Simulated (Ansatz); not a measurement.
Crystal: InSe.

```
In Se
1.0
     2.00000    1.15470    8.44000
    -2.00000    1.15470    8.44000
     0.00000   -2.30940    8.44000
In Se
2 2
Direct
  0.88860 0.88860 0.88860
  0.00000 0.00000 0.00000
  0.17190 0.17190 0.17190
  0.38350 0.38350 0.38350
```

```yaml
Program: Ansatz 0.2.0
Task: relaxation of cell and atoms
Functional: PBEsol
Dispersion: D3(BJ)
Potentials_or_basis: Ansatz PAW
Cutoff: "420 eV (not typed: the program's choice for these potentials)"
k_mesh: 8 × 8 × 8
Occupations: fermi-dirac, width 0.05 eV
Spin: no spin polarisation
```

At the start: volume 29.24 Å³/atom.

Problem. How do energy, volume and symmetry change on relaxing?

Solution. It ends after 6 steps and the volume is 27.38 Å³/atom (-6.3 %); space group R3m (No. 160, to 0.05 Å).

The path:
| step | energy change (eV) | largest force (eV/Å) | volume (Å³) |
| --- | --- | --- | --- |
| 1 | 0.0000 | 0.2895 | 116.95 |
| 2 | -0.0417 | 0.0816 | 111.79 |
| 3 | -0.0486 | 0.0728 | 108.60 |
| 4 | -0.0500 | 0.0208 | 109.32 |
| 5 | -0.0500 | 0.0007 | 109.54 |
| 6 | -0.0487 | 0.0006 | 109.54 |

Final structure:
```xyz
4
Lattice="1.9806 1.1435 8.0606 -1.9806 1.1435 8.0606 0.0000 -2.2870 8.0606" Properties=species:S:1:pos:R:3 pbc="T T T"
In    0.0000    0.0000   21.4606
In    0.0000    0.0000    0.0277
Se    0.0000    0.0000    4.0527
Se    0.0000    0.0000    9.3776
```

Caveat: the plane-wave basis is chosen anew once the cell has moved, so the energies of steps on either side of that aren't comparable; the PAW data sets come from PBE, with cores solved anew for the run's functional, which leaves a small shift of forces and pressure.
